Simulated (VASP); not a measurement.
# SiO2 (P4_2/mnm) in VASP: a series of runs, part 2 of 2

VASP 6.6.1. Earlier steps stand in the parts before.

**4. Relaxation of cell and atoms, RPBE**

File INCAR:

```
PREC = Accurate ; ENCUT = 600
EDIFF = 1E-7 ; ISMEAR = 0
SIGMA = 0.02 ; LREAL = F
LASPH = T ; NELM = 60
ALGO = Normal ; ISIF = 3
LWAVE = F ; LCHARG = F
GGA = RP ; IBRION = 2
NSW = 90 ; EDIFFG = -0.005
```

File KPOINTS:

```
regular mesh
0
Gamma
  6 6 8
```

File POSCAR:

```
SiO2
1.0
    4.1865000000      0.0000000000      0.0000000000
    0.0000000000      4.1865000000      0.0000000000
    0.0000000000      0.0000000000      2.6684000000
Si O
2 4
Direct
    0.0000000000      0.0000000000      0.0000000000
    0.5000000000      0.5000000000      0.5000000000
    0.3059000000      0.3059000000      0.0000000000
    0.1941000000      0.8059000000      0.5000000000
    0.6941000000      0.6941000000      0.0000000000
    0.8059000000      0.1941000000      0.5000000000
```

Potentials or basis: VASP PAW PBE potentials, release 64 (Si, O).

Started as:

```bash
cat potpaw_PBE.64/Si/POTCAR potpaw_PBE.64/O/POTCAR > POTCAR
mpirun -np 1 vasp_std > vasp.out
```

OUTCAR:

```text
PREC = Accurate
   ENCUT = 600
   EDIFF = 1E-7
   ISMEAR = 0
   LREAL = F
   LASPH = T
   NELM = 60
   ISIF = 3
   GGA = RP
   IBRION = 2
   NSW = 90
   EDIFFG = -0.005

 ion  position               nearest neighbor table
   1  0.000  0.000  0.000-   4 1.76   6 1.76   4 1.76   6 1.76   5 1.81   3 1.81
   2  0.500  0.500  0.500-   3 1.76   5 1.76   3 1.76   5 1.76   4 1.81   6 1.81
   3  0.306  0.306  0.000-   2 1.76   2 1.76   1 1.81
   4  0.194  0.806  0.500-   1 1.76   1 1.76   2 1.81
   5  0.694  0.694  0.000-   2 1.76   2 1.76   1 1.81
   6  0.806  0.194  0.500-   1 1.76   1 1.76   2 1.81

  LATTYP: Found a simple tetragonal cell.
 ALAT       =     4.1865000000
 C/A-ratio  =     0.6373820614

  Lattice vectors:

 A1 = (   4.1865000000,   0.0000000000,   0.0000000000)
 A2 = (   0.0000000000,   4.1865000000,   0.0000000000)
 A3 = (   0.0000000000,   0.0000000000,   2.6684000000)

Analysis of symmetry for initial positions (statically):
=====================================================================
 Subroutine PRICEL returns:
 Original cell was already a primitive cell.

 Routine SETGRP: Setting up the symmetry group for a
 simple tetragonal supercell.
[... 294 lines left out ...]
  free  energy   TOTEN  =       -43.8798285541 eV

  energy  without entropy=      -43.8798285541  energy(sigma->0) =      -43.87982855

[... ionic steps 4 to 7 ...]

--------------------------------------- Ionic step        8  -------------------------------------------

 number of electron      32.0000004 magnetization

------------------------ aborting loop because EDIFF is reached ----------------------------------------
[... 75 lines left out ...]
--------------------------------------- Ionic step       10  -------------------------------------------

 number of electron      32.0000004 magnetization

 Free energy of the ion-electron system (eV)
  ---------------------------------------------------
  ext. energy  EPLUGINS =         0.00000000
  ---------------------------------------------------
  free energy    TOTEN  =       -43.88698150 eV

  energy without entropy =      -43.88698150  energy(sigma->0) =      -43.88698150

 E-fermi :   7.7200     XC(G=0): -11.7986

 val. band max:        7.6082837426   @ k =   0.0000   0.0000   0.0000
 cond. band min:      12.4595128826   @ k =   0.0000   0.0000   0.0000
 fundamental gap:      4.8512291400
 Fermi energy:         7.7199600318

 k-point     1 :       0.0000    0.0000    0.0000
  band No.  band energies     occupation
      1     -14.4760      2.00000
      2     -11.1354      2.00000
      3     -11.1354      2.00000
      4     -11.0171      2.00000
      5      -2.8415      2.00000
      6       1.5016      2.00000
[... 541 lines left out ...]
     19      17.7678      0.00000
     20      17.7678      0.00000

 [... further k-points ...]

------------------------ aborting loop because EDIFF is reached ----------------------------------------

  FORCE on cell =-STRESS in cart. coord.  units (eV):
  Direction    XX          YY          ZZ          XY          YZ          ZX
  --------------------------------------------------------------------------------------
  -------------------------------------------------------------------------------------
  Total        0.0019018      0.0019018      0.0042973      0.0000000      0.0000000      0.0000000
  in kB        0.0620529      0.0620529      0.1402118      0.0000000      0.0000000      0.0000000
  external PRESSURE =       0.0881059 kB  Pullay stress =       0.0000000 kB
[... 21 lines left out ...]
  FREE ENERGIE OF THE ION-ELECTRON SYSTEM (eV)
  ---------------------------------------------------
  free  energy   TOTEN  =       -43.8869815001 eV

  energy  without entropy=      -43.8869815001  energy(sigma->0) =      -43.88698150

 reached required accuracy - stopping structural energy minimisation
```

OSZICAR:

```text
N       E                     dE             d eps       ncg     rms          rms(c)
DAV:   1     0.188105356748E+03    0.18811E+03   -0.19988E+04  2016   0.174E+03
DAV:   2    -0.405316343056E+02   -0.22864E+03   -0.21988E+03  2704   0.347E+02
DAV:   3    -0.482186461150E+02   -0.76870E+01   -0.76657E+01  2400   0.676E+01
[... 86 lines left out ...]
DAV:   2    -0.438869828141E+02    0.17188E-04   -0.61585E-05  2244   0.632E-02    0.950E-03
DAV:   3    -0.438869819429E+02    0.87119E-06   -0.43287E-06  2212   0.149E-02    0.412E-03
DAV:   4    -0.438869816653E+02    0.27762E-06   -0.52125E-07  2204   0.604E-03    0.146E-03
DAV:   5    -0.438869815440E+02    0.12127E-06   -0.76763E-08  1080   0.228E-03    0.332E-04
DAV:   6    -0.438869815001E+02    0.43935E-07   -0.82328E-09  1012   0.787E-04
  10 F= -.43886982E+02 E0= -.43886982E+02  d E =-.964882E-05
```

CONTCAR:

```text
SiO2
   1.00000000000000
     4.2650246752391228    0.0000000000000000    0.0000000000000000
     0.0000000000000000    4.2650246752391228    0.0000000000000000
     0.0000000000000000    0.0000000000000000    2.6994804104535222
  Si              O
     2     4
Direct
     0.0000000000000000    0.0000000000000000    0.0000000000000000
     0.5000000000000000    0.5000000000000000    0.5000000000000000
     0.3074964847322017    0.3074964847322017    0.0000000000000000
     0.1925035152677983    0.8074964847322016    0.5000000000000000
     0.6925035152677984    0.6925035152677984    0.0000000000000000
     0.8074964847322016    0.1925035152677983    0.5000000000000000

  0.00000000E+00  0.00000000E+00  0.00000000E+00
  0.00000000E+00  0.00000000E+00  0.00000000E+00
  0.00000000E+00  0.00000000E+00  0.00000000E+00
  0.00000000E+00  0.00000000E+00  0.00000000E+00
  0.00000000E+00  0.00000000E+00  0.00000000E+00
  0.00000000E+00  0.00000000E+00  0.00000000E+00
```

Wall time 2.4 min (1 thread of Intel Xeon Platinum 8488C (Sapphire Rapids), shared host); peak memory 0.2 GiB.

What came out:

| Property | Result |
| --- | --- |
| Free energy | -43.8870 eV |
| Relaxed volume | 8.18 Å³/atom |
| Relaxed cell | a = 4.265 Å, b = 4.265 Å, c = 2.699 Å, α = 90.00°, β = 90.00°, γ = 90.00° |
| Space group after relaxing (to 0.05 Å) | P4_2/mnm (No. 136) |
| Energy gained by relaxing | 15.7 meV/atom |
| Ionic steps | 10 |
| Pressure after relaxing | 0.0 GPa |
| Band gap on the k mesh | 4.85 eV, direct |

The path:
```csv
step,energy change (eV),largest force (eV/Å),pressure (GPa),volume (Å³)
1,0.0000,0.0877,14.01,46.77
2,0.0388,0.5739,-13.78,51.54
3,-0.0873,0.2411,0.05,48.85
4,-0.0873,0.2351,0.30,48.81
5,-0.0935,0.0079,0.22,49.00
6,-0.0935,0.0409,0.21,49.02
7,-0.0945,0.0075,-0.14,49.13
8,-0.0945,0.0045,-0.12,49.12
9,-0.0945,0.0044,0.12,49.09
10,-0.0945,0.0002,0.01,49.10
```

Final structure:
```yaml
crystal:
  lattice:
    - [4.26502, 0.00000, 0.00000]
    - [0.00000, 4.26502, 0.00000]
    - [0.00000, 0.00000, 2.69948]
  atoms:
    - { symbol: Si, position: [0.00000, 0.00000, 0.00000] }
    - { symbol: Si, position: [0.50000, 0.50000, 0.50000] }
    - { symbol: O, position: [0.30750, 0.30750, 0.00000] }
    - { symbol: O, position: [0.19250, 0.80750, 0.50000] }
    - { symbol: O, position: [0.69250, 0.69250, 0.00000] }
    - { symbol: O, position: [0.80750, 0.19250, 0.50000] }
```

Caveat: the PAW data sets were made with another functional, which shifts forces and pressure a little.

**5. The runs side by side**

```tsv
level	potentials or basis	cutoff (eV)	gap on the mesh (eV)	pressure (GPa)	relaxed volume (Å³/atom)
PBEsol	VASP PAW PBE potentials, release 64 (Si, O)	580	5.33	0.0	7.86
PBEsol	VASP PAW PBE potentials, release 64 (Si, O_s)	480	5.27	0.0	7.87
RPBE	VASP PAW PBE potentials, release 64 (Si, O)	600	4.85	0.0	8.18
```

Alike in all rows: task relaxation of cell and atoms; no spin polarisation; cell relaxed; k mesh 6 × 6 × 8; smearing gaussian 0.02 eV.

Caveats: the PAW data sets were made with another functional, which shifts forces and pressure a little.

Absolute energies hang on the potentials; compare differences alone.
